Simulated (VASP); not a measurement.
# PtSe (F-43m) in VASP: further runs, part 2 of 2

VASP 6.6.1. Earlier steps stand in the parts before.

## Step 3: Single point, PBE+U, collinear spin, ferromagnetic start

Input file INCAR:

```
SYSTEM = PtSe
  PREC = Accurate
  ENCUT = 520
  EDIFF = 1E-6
  ISMEAR = 0
  SIGMA = 0.05
  LREAL = .False.
  LASPH = .True.
  NELM = 100
  ALGO = Fast
  ISIF = 2
  LWAVE = .False.
  LCHARG = .False.
  ISPIN = 2
  MAGMOM = 0.5 0
  LORBIT = 11
  LMAXMIX = 4
  LDAU = .True.
  LDAUTYPE = 2
  LDAUL = 2 -1
  LDAUU = 2 0
  LDAUJ = 0 0
  LDAUPRINT = 1
  GGA = PE
  NBANDS = 19
```

Input file KPOINTS:

```
Automatic mesh
0
Gamma
  5 5 5
  0 0 0
```

Input file POSCAR:

```
PtSe
1.0
    0.0000000000      3.0374472300      3.0374472300
    3.0374472300      0.0000000000      3.0374472300
    3.0374472300      3.0374472300      0.0000000000
Pt Se
1 1
Direct
    0.0000000000      0.0000000000      0.0000000000
    0.2500000000      0.2500000000      0.2500000000
```

Potentials or basis: VASP PAW PBE potentials, release 64 (Pt, Se).

Launch:

```
> cat potpaw_PBE.64/Pt/POTCAR potpaw_PBE.64/Se/POTCAR > POTCAR
> mpirun -np 1 vasp_std > vasp.out
```

Wall time 13 s (1 thread of Intel Xeon 6975P-C (Granite Rapids), shared host); peak memory 0.2 GiB.

It converged, with:

* Free energy: -7.6329 eV
* Pressure: -11.3 GPa
* Band gap on the k mesh: none (metal or under the smearing width)
* Net moment: -0.01 μB per cell
* Valence electrons inside the program's atomic spheres: Pt 9.10; Se 3.64

Levels at points of the mesh, in eV from the Fermi level:
Spin up:
| k point | band 5 | band 6 | band 7 | band 8 | band 9 | band 10 |
| --- | --- | --- | --- | --- | --- | --- |
| (0.00, 0.00, 0.00) | -2.42 | -2.42 | 0.51 | 1.64 | 1.64 | 1.64 |
Spin down:
```csv
k point,band 5,band 6,band 7,band 8,band 9,band 10
"(0.00, 0.00, 0.00)",-2.42,-2.42,0.51,1.64,1.64,1.64
```

Eigenvalues of the final occupation matrices:
```
    site  spin  trace               eigenvalues
site 1 d     1   4.14  0.79 0.79 0.79 0.88 0.88
site 1 d     2   4.14  0.79 0.79 0.79 0.88 0.88
```

## Step 4: Single point, PBE+U, collinear spin, zero start

Input file INCAR:

```
SYSTEM = PtSe
PREC = Accurate
ENCUT = 520
EDIFF = 1E-6
ISMEAR = 0
SIGMA = 0.05
LREAL = .FALSE.
LASPH = .TRUE.
NELM = 100
ALGO = Fast
ISIF = 2
LWAVE = .FALSE.
LCHARG = .FALSE.
ISPIN = 2
MAGMOM = 0 0
LORBIT = 11
LMAXMIX = 4
LDAU = .TRUE.
LDAUTYPE = 2
LDAUL = 2 -1
LDAUU = 2 0
LDAUJ = 0 0
LDAUPRINT = 1
GGA = PE
NBANDS = 19
```

Input file KPOINTS:

```
Automatic mesh
0
G
  5 5 5
  0 0 0
```

POSCAR is that of step 3.

Potentials or basis: VASP PAW PBE potentials, release 64 (Pt, Se).

Launch:

```
> cat potpaw_PBE.64/Pt/POTCAR potpaw_PBE.64/Se/POTCAR > POTCAR
> mpirun -np 1 vasp_std > vasp.out
```

OUTCAR:

```text
SYSTEM = PtSe
   PREC = Accurate
   ENCUT = 520
   EDIFF = 1E-6
   ISMEAR = 0
   LREAL = .FALSE.
   LASPH = .TRUE.
   NELM = 100
   ISIF = 2
   ISPIN = 2
   LORBIT = 11
   GGA = PE

 ion  position               nearest neighbor table
   1  0.000  0.000  0.000-   2 2.63   2 2.63   2 2.63   2 2.63
   2  0.250  0.250  0.250-   1 2.63   1 2.63   1 2.63   1 2.63

  LATTYP: Found a face centered cubic cell.
 ALAT       =     6.0748944600

  Lattice vectors:

 A1 = (   0.0000000000,   3.0374472300,   3.0374472300)
 A2 = (   3.0374472300,   0.0000000000,   3.0374472300)
 A3 = (   3.0374472300,   3.0374472300,   0.0000000000)

[... 676 lines left out ...]
 VOLUME and BASIS-vectors are now :
 -----------------------------------------------------------------------------
  energy-cutoff  :      520.00
  volume of cell :       56.05
      direct lattice vectors                 reciprocal lattice vectors
     0.000000000  3.037447230  3.037447230    -0.164611913  0.164611913  0.164611913
     3.037447230  0.000000000  3.037447230     0.164611913 -0.164611913  0.164611913
     3.037447230  3.037447230  0.000000000     0.164611913  0.164611913 -0.164611913

 POSITION                                       TOTAL-FORCE (eV/Angst)
 -----------------------------------------------------------------------------------
      0.00000      0.00000      0.00000         0.000000     -0.000000     -0.000000
      1.51872      1.51872      1.51872        -0.000000      0.000000      0.000000
 -----------------------------------------------------------------------------------
    total drift:                               -0.000000     -0.000000     -0.000000

  FREE ENERGIE OF THE ION-ELECTRON SYSTEM (eV)
  ---------------------------------------------------
  free  energy   TOTEN  =        -7.6329293732 eV

  energy  without entropy=       -7.6280949378  energy(sigma->0) =       -7.63051216

 total charge

# of ion       s       p       d       tot
------------------------------------------
    1        0.554   0.306   8.238   9.098
    2        1.483   2.093   0.062   3.638
--------------------------------------------------
tot          2.037   2.399   8.300  12.736

 magnetization (x)

# of ion       s       p       d       tot
------------------------------------------
    1        0.000  -0.000  -0.000  -0.000
    2       -0.000  -0.000  -0.000  -0.000
--------------------------------------------------
tot          0.000  -0.000  -0.000  -0.000
```

OSZICAR:

```text
N       E                     dE             d eps       ncg     rms          rms(c)
DAV:   1     0.727257171277E+02    0.72726E+02   -0.66561E+03   776   0.709E+02
DAV:   2    -0.490216879670E+01   -0.77628E+02   -0.69542E+02   864   0.155E+02
DAV:   3    -0.770443725675E+01   -0.28023E+01   -0.27632E+01   907   0.283E+01
DAV:   4    -0.772577013714E+01   -0.21333E-01   -0.21328E-01   817   0.263E+00
DAV:   5    -0.772609081248E+01   -0.32068E-03   -0.32067E-03   903   0.332E-01    0.684E+00
RMM:   6    -0.764869886364E+01    0.77392E-01   -0.17978E-01   763   0.231E+00    0.393E+00
RMM:   7    -0.763549672003E+01    0.13202E-01   -0.22966E-02   778   0.794E-01    0.202E+00
RMM:   8    -0.763312510314E+01    0.23716E-02   -0.15958E-02   803   0.770E-01    0.298E-01
RMM:   9    -0.763288535269E+01    0.23975E-03   -0.16863E-03   804   0.249E-01    0.380E-02
RMM:  10    -0.763291343620E+01   -0.28084E-04   -0.20602E-04   869   0.894E-02    0.272E-02
RMM:  11    -0.763292725702E+01   -0.13821E-04   -0.43513E-05   841   0.401E-02    0.400E-03
RMM:  12    -0.763292907152E+01   -0.18145E-05   -0.13743E-05   866   0.202E-02    0.461E-03
RMM:  13    -0.763292937322E+01   -0.30170E-06   -0.21779E-06   757   0.871E-03
   1 F= -.76329294E+01 E0= -.76305122E+01  d E =-.483444E-02  mag=    -0.0000
```

Wall time 18 s (1 thread of Intel Xeon 6975P-C (Granite Rapids), shared host); peak memory 0.2 GiB.

What came out:

| Item | Value |
| --- | --- |
| Free energy | -7.6329 eV |
| Pressure | -11.3 GPa |
| Band gap on the k mesh | none (metal or under the smearing width) |
| Net moment | 0.00 μB per cell |
| Valence electrons inside the program's atomic spheres | Pt 9.10; Se 3.64 |

Eigenvalues of the final occupation matrices:
```csv
site,spin,trace,eigenvalues
site 1 d,1,4.14,0.79 0.79 0.79 0.88 0.88
site 1 d,2,4.14,0.79 0.79 0.79 0.88 0.88
```

The run has no spin-orbit coupling, so splittings on Pt are missing.
